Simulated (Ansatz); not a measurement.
## Course of a relaxation: Ta2N

Recipe of this trial structure of Ta2N: random cell by space group and Wyckoff sites (P3m1, No. 156). Lengths were set from tabulated atomic sizes, so they are only a guess.

```xyz
3
Lattice="3.5104 0.0000 0.0000 -1.7552 3.0401 0.0000 0.0000 0.0000 4.7455" Properties=species:S:1:pos:R:3 pbc="T T T"
Ta    1.7552    1.0134    1.5997
Ta    0.0000    0.0000    2.3358
N     0.0000    2.0267    3.8898
```

Computed with Ansatz 0.2.0, DFT PBE, scalar-relativistic, plane waves, PAW. Cutoff 420 eV, Gaussian smearing, Γ-centred meshes. Cell and atoms relax first on a coarse mesh and then on a finer one. In between, the cell is made exact in the group found at 0.06 Å. In metals the finer mesh still leaves noise of several meV/atom or more. The steps can't lower the symmetry of their start. No spin polarisation in the relaxation; trial moments died out in a coarse test.

Steps on the 6×6×4 mesh (3 atoms, 11 steps). The free energy counts from the last step; some steps are skipped; the plane-wave basis is renewed at times, which shifts energy and pressure.

| step | ΔF (meV/atom) | V (Å³/atom) | P (GPa) | largest force component (eV/Å) |
| --- | --- | --- | --- | --- |
| 1 | 4891.1 | 16.88 | 39.35 | 10.999 |
| 2 | 3588.5 | 17.61 | 12.62 | 10.100 |
| 3 | 2354.8 | 17.71 | -1.12 | 10.222 |
| 4 | 1511.8 | 17.60 | -16.53 | 5.007 |
| 5 | 901.8 | 16.04 | -17.19 | 3.866 |
| 7 | 138.0 | 14.51 | -10.80 | 2.077 |
| 8 | 91.2 | 13.50 | 9.07 | 3.205 |
| 9 | -1.4 | 13.56 | 0.58 | 0.072 |
| 10 | -1.5 | 13.60 | -0.06 | 0.006 |
| 11 | 0.0 | 13.60 | -0.25 | 0.006 |

The relaxed structure, after a last relaxation on the converged mesh:

```cif
data_structure
_symmetry_space_group_name_H-M 'P 1'
_symmetry_Int_Tables_number 1
_cell_length_a 3.1012
_cell_length_b 3.1012
_cell_length_c 4.8824
_cell_angle_alpha 90.000
_cell_angle_beta 90.000
_cell_angle_gamma 120.000
_cell_volume 40.66
loop_
_atom_site_label
_atom_site_type_symbol
_atom_site_fract_x
_atom_site_fract_y
_atom_site_fract_z
_atom_site_occupancy
Ta1 Ta 0.33333 0.66667 0.75510 1
Ta2 Ta 0.66667 0.33333 0.24490 1
N1 N 0.00000 0.00000 0.50000 1
```

The symmetry goes from P3m1 (No. 156) to P-3m1 (No. 164). The end has the anti-cadmium iodide type. The volume per atom shrinks by 19.7 %, from 16.9 to 13.6 Å³. The shortest distance goes from 2.16 Å (Ta–Ta) to 2.18 Å (Ta–N). The energy falls by about 4.9 eV/atom (the start's value is from the coarse mesh). The end is written in a standard setting, so origin, axes and order of atoms can differ from the start's. Ta is surrounded by 3 N at 2.18 Å and 12 Ta at 2.99–3.10 Å; N is surrounded by 6 Ta at 2.18 Å.

```
Volume per atom                             : 13.55 Å³
Density                                     : 15.35 g/cm³
Energy over the elements                    : −0.80 eV/atom
Gap on the 18×18×10 mesh of the 3-atom cell : 0 eV (a metal)
```

The zero of energy is the elements' standard structures at the same level (N₂ as a molecule); no fitted shifts are applied.

The last run used Gaussian smearing of 0.10 eV. Spin–orbit coupling, which can matter for Ta, is left out. Symmetry constrained the relaxation, so the result can be a saddle point. In all, the 3 runs took 110 s on 1 thread of Intel(R) Xeon(R) Platinum 8259CL CPU @ 2.50GHz (Skylake/Cascade Lake), with other jobs on the host. Another cell of Ta2N relaxed alike, in P-31m (a Materials Project cell), lies 113 meV/atom lower, so this cell isn't the stable form at this level.
